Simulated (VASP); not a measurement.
Crystal: BeS.

```xyz
2
Lattice="0.0000 2.4250 2.4250 2.4250 0.0000 2.4250 2.4250 2.4250 0.0000" Properties=species:S:1:pos:R:3 pbc="T T T"
S     3.6375    3.6375    3.6375
Be    0.0000    0.0000    0.0000
```

- Program: VASP 6.6.1
- Task: relaxation of cell and atoms
- Functional: revPBE
- Potentials or basis: VASP PAW PBE potentials, release 64 (S, Be)
- Cutoff: 600 eV
- k mesh: 9 × 9 × 9
- Occupations: fermi-dirac, width 0.05 eV
- Spin: no spin polarisation

At the start: pressure 3.4 GPa; volume 14.26 Å³/atom.

How do energy, volume and symmetry change on relaxing?

Over 3 steps the energy falls by 5.3 meV/atom and the volume is 14.78 Å³/atom (+3.6 %); space group F-43m (No. 216, to 0.05 Å).

Step by step:
| step | energy change (eV) | largest force (eV/Å) | pressure (GPa) | volume (Å³) |
| --- | --- | --- | --- | --- |
| 1 | 0.0000 | 0.0000 | 3.39 | 28.52 |
| 2 | -0.0102 | 0.0000 | -0.66 | 29.79 |
| 3 | -0.0107 | 0.0000 | 0.01 | 29.56 |

Final structure:
```xyz
2
Lattice="0.0000 2.4540 2.4540 2.4540 0.0000 2.4540 2.4540 2.4540 0.0000" Properties=species:S:1:pos:R:3 pbc="T T T"
S     3.6811    3.6811    3.6811
Be    0.0000    0.0000    0.0000
```

Caveat: the PAW data sets were made with another functional, which shifts forces and pressure a little.
